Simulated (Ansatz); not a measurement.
# GaN (P6_3mc) in Ansatz: a series of runs

The runs below take GaN through relaxation of cell and atoms, single point, with r2SCAN, PBE.

Program: Ansatz 0.2.0. These are calculated values, not measurements. Logs are shortened: lines on timing, memory, paths and dates and some standing lists are left out, and cuts for length are marked.

**Measured values to compare with.**

“Studying electronic properties in GaN without electrical contacts using γ-γ vs e−-γ Perturbed Angular Correlations”, 2019, pmc:6823545 quotes, for a bulk crystal of GaN: band gap 3.503 ± 0.005 eV (direct).

How close the calculation comes is told below.

## Step 1: The crystal as given

It takes space group P6_3mc (No. 186, hexagonal). The conventional cell has a = 3.180 Å, b = 3.180 Å, c = 5.166 Å, α = 90.00°, β = 90.00°, γ = 120.00°. Ga (site symmetry 3m) has 4 N at 1.94 to 1.95 Å as nearest neighbours. N (site symmetry 3m) is surrounded by 4 Ga at 1.94 to 1.95 Å.

## Step 2: Relaxation of cell and atoms, r2SCAN

Contents of input.yaml:

```yaml
crystal:
  lattice:
    - [3.18, 0.0, 0.0]
    - [-1.59, 2.753960784, 0.0]
    - [0.0, 0.0, 5.166]
  atoms:
    - { symbol: Ga, position: [0.6666666667, 0.3333333333, 0.5] }
    - { symbol: Ga, position: [0.3333333333, 0.6666666667, 0.0] }
    - { symbol: "N", position: [0.6666666667, 0.3333333333, 0.875] }
    - { symbol: "N", position: [0.3333333333, 0.6666666667, 0.375] }
hamiltonian:
  xc: r2scan
  pseudopotentials: { kind: paw }
kpoints:
  mp_grid: { grid: [10, 10, 5] }
scf:
  occupations: { method: fermi_dirac, width: 0.05 }
output:
  forces: true
  stress: true
relax:
  f_tol: 0.01
  max_steps: 40
  cell: { stress_tol: 0.05 }
```

Potentials or basis: Ansatz PAW.

The run is started by

```console
$ ansatz run input.yaml --threads 2 --pin off --max-ram 5120MiB --backend cpu --events-out ev --progress --plain --runs-dir out
```

Standard output:

```text
Warning: RAYON_NUM_THREADS=2 ignored (pool sized by the plan → 2); use --threads N
Engine: ansatz 0.2.0, x86_64-unknown-linux-gnu
Pseudopotentials: kind: paw
Pseudopotential: Ga, paw, valence charge 13, recommended cutoff 500 eV (meta_gga), Ga.paw.azcp
Pseudopotential: N, paw, valence charge 5, recommended cutoff 500 eV (meta_gga), N.paw.azcp
Functional definition: r2SCAN
  parameter k0 = 0.174
  parameter k1 = 0.065
  parameter a1 = 4.9479
  exchange = r2scan_x(k0 = k0, k1 = k1, a1 = a1)
  correlation = r2scan_c
Crystal: 4 atoms, lattice volume = 45.242 Å³
Basis set: ecut = 500 eV, 1129 PW (Γ), exchange–correlation on 96×96×160 points (64 copies of the dense FFT grid, shifted against one another)
Bands: 22, of which v1, the nominal top of the filled ones, is band 18 counted from 1 (17 counted from 0)
Symmetry: 12 space group operations
Space group: P63mc (ITA 186), of the structure as read, at distance tolerance 3.6e-5 Å
k-points: 42 of 500 (time reversal used)
Non-local potential: Ga, projectors of the file, l = 0: 2, l = 1: 2, l = 2: 3, l = 3: 1
Non-local potential: N, projectors of the file, l = 0: 2, l = 1: 2, l = 2: 1
PAW form: soft (Blöchl's): semilocal exchange-correlation on the pseudo side does not see the compensation charge
PAW frozen core: Ga, regenerated for the run's functional (the file was generated under x = pbe(κ = 0.804, μ = 0.2195149727645171), c = pbe(β = 0.06672455060314922))
PAW frozen core: N, regenerated for the run's functional (the file was generated under x = pbe(κ = 0.804, μ = 0.2195149727645171), c = pbe(β = 0.06672455060314922))
PAW one-centre angular grid: Ga, 590 points (default); XC on 160 Gauss nodes
PAW one-centre angular grid: N, 302 points (default); XC on 160 Gauss nodes
Initial density: superposition of atomic densities (neutral atoms: chi_scale 0, normalization atom), corrected by the library's trained network
Initial wavefunctions: pseudopotential atomic-orbital guess
Functional: x = r2scan, c = r2scan; τ floored in thin density (d = 2e-4 eV/Å³)
SCF iter   1: F=—  HF=-8352.707882 eV  |F-HF|=—  |Δ(HF+E_count)|=         —  Δρ=1.25e-2  dr2=2.66e-2  dr2_τ=1.95e-1  ethr=1.77e-3  ⟨swp⟩=4.9  Hψ=3719  notcnv=0
preconditioner: auto → Resta (q_TF=auto, 2.626 Å⁻¹)  ε∞=4.5  [insulator: Δε(μ)=2.343 eV  Ē_g=17.686 eV  σ=0.050 eV  W_gap=1.00  n_scr=22 (ndim 8)  ℏωp=33.1 eV  f_vac=0.008  D(μ)=0.00/eV (n_scr^D=0)  ε∞_Penn≈4.5]
SCF iter   2: F=—  HF=-8352.772317 eV  |F-HF|=—  |Δ(HF+E_count)|=   6.44e-2  Δρ=5.88e-3  dr2=9.51e-3  dr2_τ=3.18e-4  ethr=7.40e-5  ⟨swp⟩=2.0  Hψ=2184  notcnv=0
SCF iter   3: F=—  HF=-8352.771775 eV  |F-HF|=—  |Δ(HF+E_count)|=   5.42e-4  Δρ=3.71e-3  dr2=2.67e-3  dr2_τ=8.77e-5  ethr=2.64e-5  ⟨swp⟩=2.4  Hψ=1619  notcnv=0
SCF iter   4: F=—  HF=-8352.771794 eV  |F-HF|=—  |Δ(HF+E_count)|=   1.88e-5  Δρ=3.27e-4  dr2=3.18e-5  dr2_τ=8.35e-6  ethr=7.41e-6  ⟨swp⟩=1.6  Hψ=1188  notcnv=0
SCF iter   5: F=—  HF=-8352.771814 eV  |F-HF|=—  |Δ(HF+E_count)|=   2.04e-5  Δρ=1.42e-4  dr2=4.46e-6  dr2_τ=5.59e-7  ethr=8.82e-8  ⟨swp⟩=2.0  Hψ=1672  notcnv=0
SCF iter   6: F=—  HF=-8352.771819 eV  |F-HF|=—  |Δ(HF+E_count)|=   4.45e-6  Δρ=5.20e-5  dr2=1.25e-6  dr2_τ=5.95e-8  ethr=1.24e-8  ⟨swp⟩=2.8  Hψ=1680  notcnv=0
SCF iter   7: F=-8352.771818 eV  HF=-8352.771818 eV  |F-HF|=3.58e-8  |Δ(HF+E_count)|=   1.79e-7  Δρ=1.22e-5  dr2=6.37e-8  dr2_τ=7.16e-9  ethr=2.78e-10  ⟨swp⟩=3.0  Hψ=4000  notcnv=0
SCF 1 converged in 7 iterations: F = -8352.771818 eV  dr2 = 6.37e-8
relax step   1: F+E_penalty+E_count = -8352.77181844 eV  Δ(F+E_penalty+E_count) = +0.000e0 eV  max|allowed force component| = 1.417e-1 eV/Å  Δτ_max = 0.0000 Å  P = +1.074 GPa  Ω = 45.242 Å³  (7 SCF iters, dr2 threshold 1.00e-7 eV, accepted)
Crystal: 4 atoms, lattice volume = 45.390 Å³
Initial density: handed on by an earlier stage of this run
Initial wavefunctions: those handed on with the density
iter 1 solved again at ethr=4.51e-7 eV; its pass at ethr=3.10e-3 eV (dr2=1.62e-4 eV) is discarded
SCF iter   1: F=—  HF=-8352.773154 eV  |F-HF|=—  |Δ(HF+E_count)|=         —  Δρ=5.73e-4  dr2=1.61e-4  dr2_τ=2.01e-4  ethr=4.51e-7  ⟨swp⟩=2.0  Hψ=4430  notcnv=0
automatic band count: iteration 1 solves 21 bands in place of 22: the levels show a gap, and the empty bands left out lie too high to hold charge; the band table lists the bands solved (type scf.n_extra_bands for more)
preconditioner: auto → Resta (q_TF=auto, 2.625 Å⁻¹)  ε∞=4.8  [insulator: Δε(μ)=2.355 eV  Ē_g=16.980 eV  σ=0.050 eV  W_gap=1.00  n_scr=22 (ndim 8)  ℏωp=33.1 eV  f_vac=0.010  D(μ)=0.00/eV (n_scr^D=0)  ε∞_Penn≈4.8]
[... 13 lines left out ...]
SCF iter   4: F=—  HF=-8352.774117 eV  |F-HF|=—  |Δ(HF+E_count)|=   6.51e-7  Δρ=4.42e-5  dr2=8.62e-7  dr2_τ=1.11e-7  ethr=8.71e-9  ⟨swp⟩=2.0  Hψ=1614  notcnv=0
SCF iter   5: F=-8352.774117 eV  HF=-8352.774117 eV  |F-HF|=3.33e-8  |Δ(HF+E_count)|=   1.51e-7  Δρ=1.46e-5  dr2=9.02e-8  dr2_τ=1.99e-9  ethr=1.11e-9  ⟨swp⟩=4.2  Hψ=3326  notcnv=0
SCF 3 converged in 5 iterations: F = -8352.774117 eV  dr2 = 9.02e-8
relax step   3: F+E_penalty+E_count = -8352.77411713 eV  Δ(F+E_penalty+E_count) = -7.816e-4 eV  max|allowed force component| = 2.818e-2 eV/Å  Δτ_max = 0.0026 Å  P = -0.103 GPa  Ω = 45.508 Å³  energy of the carried Pulay correction = -1.666e-4 eV  (5 SCF iters, dr2 threshold 4.00e-7 eV, accepted)
Crystal: 4 atoms, lattice volume = 45.484 Å³
iter 1 solved again at ethr=7.04e-8 eV; its pass at ethr=3.10e-3 eV (dr2=2.53e-5 eV) is discarded
SCF iter   1: F=—  HF=-8352.774178 eV  |F-HF|=—  |Δ(HF+E_count)|=         —  Δρ=3.44e-4  dr2=2.53e-5  dr2_τ=1.01e-4  ethr=7.04e-8  ⟨swp⟩=2.3  Hψ=4067  notcnv=0
automatic band count: iteration 1 solves 21 bands in place of 22: the levels show a gap, and the empty bands left out lie too high to hold charge; the band table lists the bands solved (type scf.n_extra_bands for more)
preconditioner: auto → Resta (q_TF=auto, 2.624 Å⁻¹)  ε∞=4.8  [insulator: Δε(μ)=2.351 eV  Ē_g=16.971 eV  σ=0.050 eV  W_gap=1.00  n_scr=22 (ndim 8)  ℏωp=33.0 eV  f_vac=0.010  D(μ)=0.00/eV (n_scr^D=0)  ε∞_Penn≈4.8]
SCF iter   2: F=—  HF=-8352.774209 eV  |F-HF|=—  |Δ(HF+E_count)|=   3.09e-5  Δρ=1.75e-4  dr2=7.05e-6  dr2_τ=1.53e-7  ethr=7.03e-8  ⟨swp⟩=2.1  Hψ=1621  notcnv=0
SCF iter   3: F=—  HF=-8352.774209 eV  |F-HF|=—  |Δ(HF+E_count)|=   1.09e-7  Δρ=3.19e-5  dr2=3.33e-7  dr2_τ=2.45e-8  ethr=1.96e-8  ⟨swp⟩=2.2  Hψ=1530  notcnv=0
SCF iter   4: F=—  HF=-8352.774209 eV  |F-HF|=—  |Δ(HF+E_count)|=   2.56e-7  Δρ=1.24e-5  dr2=6.11e-8  dr2_τ=5.83e-9  ethr=1.52e-10  ⟨swp⟩=4.6  Hψ=3367  notcnv=0
SCF iter   5: F=-8352.774209 eV  HF=-8352.774209 eV  |F-HF|=1.15e-8  |Δ(HF+E_count)|=   1.36e-8  Δρ=5.12e-6  dr2=1.06e-8  dr2_τ=1.50e-9  ethr=1.52e-10  ⟨swp⟩=4.1  Hψ=3321  notcnv=0
SCF 4 converged in 5 iterations: F = -8352.774209 eV  dr2 = 1.06e-8
relax step   4: F+E_penalty+E_count = -8352.77420904 eV  Δ(F+E_penalty+E_count) = -9.191e-5 eV  max|allowed force component| = 1.950e-4 eV/Å  Δτ_max = 0.0013 Å  P = +0.002 GPa  Ω = 45.484 Å³  energy of the carried Pulay correction = -1.519e-4 eV  (5 SCF iters, dr2 threshold 5.45e-8 eV, accepted)
Initial wavefunctions: pseudopotential atomic-orbital guess (no wavefunctions were taken with the density)
iter 1 solved again at ethr=2.15e-8 eV; its pass at ethr=3.10e-3 eV (dr2=7.75e-6 eV) is discarded
SCF iter   1: F=—  HF=-8352.774328 eV  |F-HF|=—  |Δ(HF+E_count)|=         —  Δρ=1.08e-4  dr2=1.27e-7  dr2_τ=1.88e-8  ethr=2.15e-8  ⟨swp⟩=3.0  Hψ=6463  notcnv=0
preconditioner: auto → Resta (q_TF=auto, 2.624 Å⁻¹)  ε∞=4.6  [insulator: Δε(μ)=2.351 eV  Ē_g=17.527 eV  σ=0.050 eV  W_gap=1.00  n_scr=22 (ndim 8)  ℏωp=33.0 eV  f_vac=0.010  D(μ)=0.00/eV (n_scr^D=0)  ε∞_Penn≈4.6]
SCF iter   2: F=—  HF=-8352.774352 eV  |F-HF|=—  |Δ(HF+E_count)|=   2.38e-5  Δρ=5.46e-5  dr2=3.53e-8  dr2_τ=4.06e-7  ethr=3.54e-10  ⟨swp⟩=2.0  Hψ=1195  notcnv=0
SCF iter   3: F=—  HF=-8352.774359 eV  |F-HF|=—  |Δ(HF+E_count)|=   7.17e-6  Δρ=1.20e-6  dr2=2.14e-10  dr2_τ=1.99e-10  ethr=9.80e-11  ⟨swp⟩=2.2  Hψ=1659  notcnv=0
SCF iter   4: F=—  HF=-8352.774359 eV  |F-HF|=—  |Δ(HF+E_count)|=   1.19e-9  Δρ=6.82e-7  dr2=6.21e-11  dr2_τ=3.72e-11  ethr=1.00e-12  ⟨swp⟩=4.6  Hψ=3516  notcnv=0
SCF iter   5: F=-8352.774359 eV  HF=-8352.774359 eV  |F-HF|=3.82e-11  |Δ(HF+E_count)|=  5.80e-10  Δρ=2.34e-7  dr2=1.41e-11  dr2_τ=3.18e-12  ethr=1.00e-12  ⟨swp⟩=4.1  Hψ=3367  notcnv=0
SCF 5 converged in 5 iterations: F = -8352.774359 eV  dr2 = 1.41e-11
relax step   5: F+E_penalty+E_count = -8352.77435884 eV  Δ(F+E_penalty+E_count) = -1.498e-4 eV  max|allowed force component| = 1.956e-4 eV/Å  Δτ_max = 0.0000 Å  P = +0.004 GPa  Ω = 45.484 Å³  stress off target by 3.63e-3 GPa  SCF on the basis re-selected at this cell (its energy is not comparable with the rows above)  (5 SCF iters)
basis re-selected at this cell: Δ(F+E_penalty+E_count) = -1.498e-4 eV, ΔP = +0.001 GPa vs the last step (what re-selecting the basis moved, of the pressure what is left beyond the Pulay correction that the steps carried, after the strain that the cell walked since its last selection, with what the two solves' SCF thresholds leave and, on support functions, any second-order correction that the steps lacked; it is no measure of the basis error at this ecutwfc). This SCF's stress stands 3.63e-3 GPa from its target on what of the cell is left free (relax.cell.stress_tol is 5.00e-2 GPa) and its largest allowed force component is 1.96e-4 eV/Å (relax.f_tol is 1.00e-2 eV/Å): within both
SCF converged after 5 iterations
Free energy (F): -8352.774359 eV
Harris-Foulkes:  -8352.774359 eV  (|F-HF|=3.82e-11)
Internal energy: -8352.774359 eV  (E = F + TS)
E sigma→0 (E₀):  -8352.774359 eV
Fermi energy:    10.699812 eV
--- Per-component energies (eV) ---
  E_band       = -29.647295
  E_kinetic    = 494.369023
  E_local      = -3904.012652  (includes V_loc(G=0)·N_el)
  E_nonlocal   = 952.976771
  E_hartree    = 1801.758962
  E_xc         = -243.549082
  E_vxc        = -287.265702  (∫ρ·V_xc dr)
  E_paw        = -4274.771226  (= ΣΔE_a)
  E_vpaw       = -904.914417  (= ΣTr[D̂ρ^β])
  E_aug_tail   = -0.000045  (compensation charges beyond the density's cutoff)
  E_vtau       = 15.681767  (kinetic-family band-sum trace: ∫τ·v_τ [+ j·A + Jᵃ·Aᵃ] dr)
  E_ewald      = -3178.180841
  E_core_change = -1.365269  (= ΣΔE_core)
  E_smearing   = -0.000000  (= −TS)
  E_closure    = 0.000000  (closes the sum)
  Σ components = -8352.774359   (vs F -8352.774359, Δ=0.00e0)
--- Forces (eV/Å), atoms counted from 1 ---
  atom   1  Ga     0.00000000    -0.00000000     0.00020182
  atom   2  Ga     0.00000000     0.00000000     0.00020182
  atom   3  N      0.00000000    -0.00000000    -0.00018946
  atom   4  N      0.00000000     0.00000000    -0.00018946
  max |Σ_I F_I| component: 2.47e-5 eV/Å
--- Stress (GPa, compression-positive) ---
        0.003628       0.000000      -0.000000
        0.000000       0.003628       0.000000
       -0.000000       0.000000       0.003319
  P = ⅓ Tr σ = 0.0035 GPa (0.035 kbar)
--- Relaxed structure (4 steps of the walk, 4 accepted, 1 SCFs on fresh bases) ---
  F+E_penalty+E_count = -8352.77435884 eV   max|allowed force component| = 1.956e-4 eV/Å   (the final SCF, on the basis selected at the relaxed cell)
  cell:  # Å, volume = 45.4840 Å³
    - [3.183092296080429, -5.721897215956711e-20, 1.7975900762770847e-18]
    - [-1.5915461480402144, 2.756638790996189, -8.987950381385416e-19]
    - [2.920235954121256e-18, 2.1988673234437372e-33, 5.183573556802593]
  atoms:
    - { symbol: Ga, position: [0.6666666666666666, 0.3333333333333333, 0.4991101713788211] }
    - { symbol: Ga, position: [0.3333333333333333, 0.6666666666666666, -0.0008898286211788909] }
    - { symbol: N, position: [0.6666666666666666, 0.3333333333333333, 0.8758898286211789] }
    - { symbol: N, position: [0.3333333333333333, 0.6666666666666666, 0.37588982862117887] }
```

Run time: 41 s. Hardware: 2 threads of Intel Xeon at 2.50GHz (Skylake/Cascade Lake), shared host; peak memory 0.5 GiB.

Results:

* Free energy: -8352.7744 eV
* Relaxed volume: 11.37 Å³/atom
* Relaxed cell: a = 3.183 Å, b = 3.183 Å, c = 5.184 Å, α = 90.00°, β = 90.00°, γ = 120.00°
* Space group after relaxing (to 0.05 Å): P6_3mc (No. 186)
* Energy gained by relaxing: 0.6 meV/atom
* Ionic steps: 5
* Pressure after relaxing: 0.0 GPa
* Band gap on the k mesh: 2.35 eV

Step by step:
```tsv
step	energy change (eV)	largest force (eV/Å)	volume (Å³)
1	0.0000	0.1417	45.24
2	-0.0015	0.1004	45.39
3	-0.0023	0.0282	45.51
4	-0.0024	0.0002	45.48
5	-0.0025	0.0002	45.48
```

Final structure:
```xyz
4
Lattice="3.1831 0.0000 0.0000 -1.5915 2.7566 0.0000 0.0000 0.0000 5.1836" Properties=species:S:1:pos:R:3 pbc="T T T"
Ga    1.5915    0.9189    2.5872
Ga    0.0000    1.8378   -0.0046
N     1.5915    0.9189    4.5402
N     0.0000    1.8378    1.9485
```

Caveat: odd divisions of the mesh miss points on the zone boundary, where band edges often lie, so the gap on the mesh can be too wide; the plane-wave basis is chosen anew once the cell has moved, so the energies of steps on either side of that aren't comparable; the PAW data sets come from PBE, with cores solved anew for the run's functional, which leaves a small shift of forces and pressure.

## Step 3: Single point, PBE

input.yaml, as its differences from that of step 2:

```diff
@@ -11,6 +11,6 @@
 hamiltonian:
-  xc: r2scan
+  xc: pbe
   pseudopotentials: { kind: paw }
 kpoints:
-  mp_grid: { grid: [10, 10, 5] }
+  mp_grid: { grid: [6, 6, 3] }
 scf:
@@ -20,5 +20,2 @@
   stress: true
-relax:
-  f_tol: 0.01
-  max_steps: 40
-  cell: { stress_tol: 0.05 }
+  eigenvalues: true
```

Potentials or basis: Ansatz PAW.

The run is started by

```console
$ ansatz run input.yaml --threads 2 --pin off --max-ram 5120MiB --backend cpu --events-out ev --progress --plain --runs-dir out
```

Standard output:

```text
Warning: RAYON_NUM_THREADS=2 ignored (pool sized by the plan → 2); use --threads N
Engine: ansatz 0.2.0, x86_64-unknown-linux-gnu
Pseudopotentials: kind: paw
Pseudopotential: Ga, paw, valence charge 13, recommended cutoff 420 eV (normal), Ga.paw.azcp
Pseudopotential: N, paw, valence charge 5, recommended cutoff 420 eV (normal), N.paw.azcp
Functional definition: PBE
  parameter kappa = 0.804
  parameter beta = 0.06672455060314922
  exchange = pbe_x(kappa = kappa, mu = beta*pi^2/3)
  correlation = pbe_c(beta = beta)
Crystal: 4 atoms, lattice volume = 45.242 Å³
Basis set: ecut = 420 eV, 881 PW (Γ), exchange–correlation on 48×48×72 points (8 copies of the dense FFT grid, shifted against one another)
Bands: 22, of which v1, the nominal top of the filled ones, is band 18 counted from 1 (17 counted from 0)
Symmetry: 12 space group operations
Space group: P63mc (ITA 186), of the structure as read, at distance tolerance 3.6e-5 Å
k-points: 14 of 108 (time reversal used)
Non-local potential: Ga, projectors of the file, l = 0: 2, l = 1: 2, l = 2: 3, l = 3: 1
Non-local potential: N, projectors of the file, l = 0: 2, l = 1: 2, l = 2: 1
PAW form: soft (Blöchl's): semilocal exchange-correlation on the pseudo side does not see the compensation charge
PAW one-centre angular grid: Ga, 590 points (default); XC on 64 Gauss nodes
PAW one-centre angular grid: N, 110 points (default); XC on 64 Gauss nodes
Initial density: superposition of atomic densities (neutral atoms: chi_scale 0, normalization atom), corrected by the library's trained network
Initial wavefunctions: pseudopotential atomic-orbital guess
[... 12 lines left out ...]
Harris-Foulkes:  -8335.788838 eV  (|F-HF|=1.05e-9)
Internal energy: -8335.788838 eV  (E = F + TS)
E sigma→0 (E₀):  -8335.788838 eV
Fermi energy:    10.858874 eV
--- Per-component energies (eV) ---
  E_band       = -5.272827
  E_kinetic    = 495.448102
  E_local      = -3889.058900  (includes V_loc(G=0)·N_el)
  E_nonlocal   = 948.901787
  E_hartree    = 1791.512322
  E_xc         = -257.970567
  E_vxc        = -268.783216  (∫ρ·V_xc dr)
  E_paw        = -4240.794908  (= ΣΔE_a)
  E_vpaw       = -874.804403  (= ΣTr[D̂ρ^β])
  E_aug_tail   = 0.000054  (compensation charges beyond the density's cutoff)
  E_ewald      = -3183.826728
  E_smearing   = -0.000000  (= −TS)
  E_closure    = 0.000000  (closes the sum)
  Σ components = -8335.788838   (vs F -8335.788838, Δ=0.00e0)
--- Forces (eV/Å), atoms counted from 1 ---
  atom   1  Ga     0.00000000    -0.00000000    -0.13604046
  atom   2  Ga     0.00000000     0.00000000    -0.13604046
  atom   3  N      0.00000000    -0.00000000     0.13603311
  atom   4  N      0.00000000     0.00000000     0.13603311
  max |Σ_I F_I| component: 1.47e-5 eV/Å
--- Stress (GPa, compression-positive) ---
        6.560947       0.000000      -0.000000
        0.000000       6.560947       0.000000
       -0.000000       0.000000       8.668140
  P = ⅓ Tr σ = 7.2633 GPa (72.633 kbar)
--- Band table (eV; the first three rows and the last of 14) ---
  k-point 0: bands = ["-6.2124", "-5.2765", "-3.6526", "-3.6312", "-3.6312", "-3.5673", "-3.5673", "-3.3756", "-3.3756", "-3.2739", "-3.2739", "-2.0120", "2.7102", "8.7936", "8.7936", "9.7963", "9.8557", "9.8557", "11.8187", "14.1561", "19.1084", "19.7822"]
  k-point 1: bands = ["-5.9103", "-5.4211", "-3.6234", "-3.6234", "-3.5910", "-3.5910", "-3.5378", "-3.3427", "-3.3427", "-3.2922", "-3.2922", "-2.8570", "4.4573", "7.5519", "9.0486", "9.0486", "9.5798", "9.5798", "13.4869", "14.2972", "18.5198", "18.9762"]
  k-point 2: bands = ["-5.9561", "-5.2165", "-3.6189", "-3.5968", "-3.5545", "-3.5188", "-3.5156", "-3.3974", "-3.3744", "-3.3115", "-3.2682", "-1.8258", "3.0985", "7.1074", "8.1346", "8.2800", "9.5042", "9.6169", "13.3382", "15.4349", "18.0431", "18.8170"]
  k-point 13: bands = ["-5.1215", "-5.1215", "-3.5663", "-3.4974", "-3.4974", "-3.4307", "-3.3504", "-3.3463", "-3.3388", "-3.3388", "-1.5853", "-1.5853", "3.8144", "3.8144", "5.0423", "6.3061", "7.9906", "7.9906", "16.2232", "16.7442", "16.7442", "17.8673"]
```

Wall time 2.1 s (2 threads of Intel Xeon at 2.50GHz (Skylake/Cascade Lake), shared host); peak memory 0.33 GiB.

Results:

| Item | Value |
| --- | --- |
| Free energy | -8335.7888 eV |
| Pressure | 7.3 GPa |
| Largest force | 0.136 eV/Å |
| Band gap on the k mesh | 1.96 eV, direct |

Forces in eV/Å, atoms in the order of the input:
```
Ga   0.000  0.000 -0.136
Ga   0.000  0.000 -0.136
N    0.000  0.000  0.136
N    0.000  0.000  0.136
```

Stress tensor (GPa, compression positive):
```
6.56 0.00 0.00
0.00 6.56 0.00
0.00 0.00 8.67
```

Caveat: odd divisions of the mesh miss points on the zone boundary, where band edges often lie, so the gap on the mesh can be too wide; the pressure holds a Pulay correction of +0.5 GPa for the finite cutoff.

## Step 4: Comparison with measurements

Step 3. Measured gap of GaN: 3.503 eV (direct; quoted in “Studying electronic properties in GaN without electrical contacts using γ-γ vs e−-γ Perturbed Angular Correlations”, 2019, pmc:6823545). This calculation gives 1.96 eV (-1.54 eV). Spin-orbit coupling on Ga is left out. The value is that of PBE, without temperature or zero-point motion. Semilocal functionals fall short of measured gaps as a rule.
